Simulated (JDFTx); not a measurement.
**HfB2: single point with PBE**

HfB2:

```xyz
3
Lattice="3.1400 0.0000 0.0000 -1.5700 2.7193 0.0000 0.0000 0.0000 3.4800" Properties=species:S:1:pos:R:3 pbc="T T T"
Hf    0.0000    0.0000    0.0000
B     1.5700    0.9064    1.7400
B     0.0000    1.8129    1.7400
```

```
Program                                 : JDFTx 1.7.0 (patched build)
Task                                    : single point
Functional                              : PBE
Potentials or basis                     : PseudoDojo-SR-PBE-0.5-standard
Cutoff                                  : 1034 eV
Density cutoff                          : 4136 eV
k mesh                                  : 10 × 10 × 8
Occupations                             : fermi-dirac, width 0.05 eV
Spin                                    : no spin polarisation
Bands                                   : 15
Density cutoff over wavefunction cutoff : 4
Max SCF steps                           : 100
SCF threshold on the energy             : 1e-08 Ha
Solver of the electrons                 : scf
Further solve for the empty bands       : yes
```

```yaml
Pressure: 1.7 GPa
Band_gap_on_the_k_mesh: none (metal or under the smearing width)
Loewdin_charges: Hf +0.67; B -0.32 e
```

Stress tensor (GPa, compression positive):
```
1.31 0.00 0.00
0.00 1.31 0.00
0.00 0.00 2.47
```

Levels at points of the mesh, in eV from the Fermi level:
```tsv
k point	band 5	band 6	band 7	band 8	band 9	band 10	band 11	band 12
(0.00, 0.00, 0.00)	-13.66	-2.91	-2.82	-2.82	-2.69	4.13	4.13	4.74
(0.00, 0.00, 0.50)	-11.26	-8.28	-1.10	-1.10	0.42	0.42	1.09	1.09
(0.00, 0.50, 0.00)	-9.69	-8.96	-4.04	-3.34	-2.77	2.21	2.83	5.67
(0.00, 0.50, 0.50)	-10.26	-7.42	-4.89	-4.62	-2.60	4.12	4.27	6.35
```

Wall time 110 s on 1 thread of Arm Neoverse V1 (shared host), peak memory 0.19 GiB.

 The run has no spin-orbit coupling, so splittings on Hf are missing.
